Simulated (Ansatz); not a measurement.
Input and command of a plane-wave DFT calculation in Ansatz:

```yaml
crystal:
  lattice:
    - [2.8799338846, 0.0, 0.0]
    - [0.0, 2.8799338846, 0.0]
    - [0.0, 0.0, 27.2185246752]
  atoms:
    - { symbol: V, position: [0.5, 0.5, 0.2755476312] }
    - { symbol: "N", position: [0.0, 0.0, 0.2755476312] }
    - { symbol: V, position: [0.0, 0.0, 0.3503650875] }
    - { symbol: "N", position: [0.5, 0.5, 0.3503650875] }
    - { symbol: V, position: [0.5, 0.5, 0.4251825437] }
    - { symbol: "N", position: [0.0, 0.0, 0.4251825437] }
    - { symbol: V, position: [0.0, 0.0, 0.5] }
    - { symbol: "N", position: [0.5, 0.5, 0.5] }
    - { symbol: V, position: [0.5, 0.5, 0.5748174563] }
    - { symbol: "N", position: [0.0, 0.0, 0.5748174563] }
    - { symbol: V, position: [0.0, 0.0, 0.6496349125] }
    - { symbol: "N", position: [0.5, 0.5, 0.6496349125] }
    - { symbol: V, position: [0.5, 0.5, 0.7244523688] }
    - { symbol: "N", position: [0.0, 0.0, 0.7244523688] }
basis:
  ecutwfc: 420
kpoints:
  mp_grid: { grid: [12, 12, 1] }
hamiltonian:
  xc: pbesol
scf:
  occupations: { method: gaussian, width: 0.1 }
output:
  forces: true
  stress: true
  eigenvalues: true
  write_density: true
  write_potential: true
  elf: true
  volumetric_format: npy
efield:
  axis: 3
  dipole_correction: true
  ramp_width: 0.04
```

```bash
ansatz run input.yaml --threads 1 --pin off --max-ram 2560MiB --backend cpu --events-out ev --progress --plain --runs-dir out
```

Processor: Intel(R) Xeon(R) Processor @ 2.50GHz (Skylake/Cascade Lake), 1 thread, on a host shared with other jobs.

Estimate time, memory and problem size.

About 120 s on 1 thread of Intel(R) Xeon(R) Processor @ 2.50GHz (Skylake/Cascade Lake), on a shared host, peak memory 0.65 GiB. It solves 77 bands at 28 k points (the mesh reduced by the symmetry that the task leaves, which can be less than the crystal's) with about 4407 plane waves, in 8 SCF iterations.
